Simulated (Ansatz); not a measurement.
The system is Ga2O3.

```xyz
10
Lattice="6.1070 -1.5186 0.0000 6.1070 1.5186 0.0000 -1.3860 0.0000 5.6300" Properties=species:S:1:pos:R:3 pbc="T T T"
Ga    3.2184    0.0000    3.8621
Ga    7.6096    0.0000    1.7679
Ga   10.8240    0.0000    1.1564
Ga    0.0041    0.0000    4.4736
O     5.1267    0.0000    4.1853
O     5.7013    0.0000    1.4447
O     9.4919    0.0000    2.4592
O     1.3361    0.0000    3.1708
O     8.9710    0.0000    5.0118
O     1.8570    0.0000    0.6182
```

Base run:

* Program: Ansatz 0.2.0
* Functional: PBE
* Potentials or basis: Ansatz PAW
* Cutoff: 300 eV
* Density cutoff: 1200 eV
* k mesh: 9 × 9 × 5
* Occupations: fermi-dirac, width 0.05 eV
* Spin: no spin polarisation

Its results: band gap on the k mesh 2.36 eV, direct; pressure 10.4 GPa; largest force 0.379 eV/Å.

The run is repeated on the same cell with these changes: potentials or basis from Ansatz PAW to Ansatz PAW earlier set; cutoff from 300 eV to 1020 eV (not typed: the program's choice for these potentials); valence electrons from 88 to 120. What comes out?

Band gap on the k mesh 2.45 eV, indirect (least direct gap 2.47 eV); pressure 9.4 GPa; largest force 0.218 eV/Å.

Caveats: odd divisions of the mesh miss points on the zone boundary, where band edges often lie, so the gap on the mesh can be too wide (some runs); the pressure holds a Pulay correction of +31.9 GPa for the finite cutoff (some runs); the cutoff lies under the one recommended for these potentials (some runs).
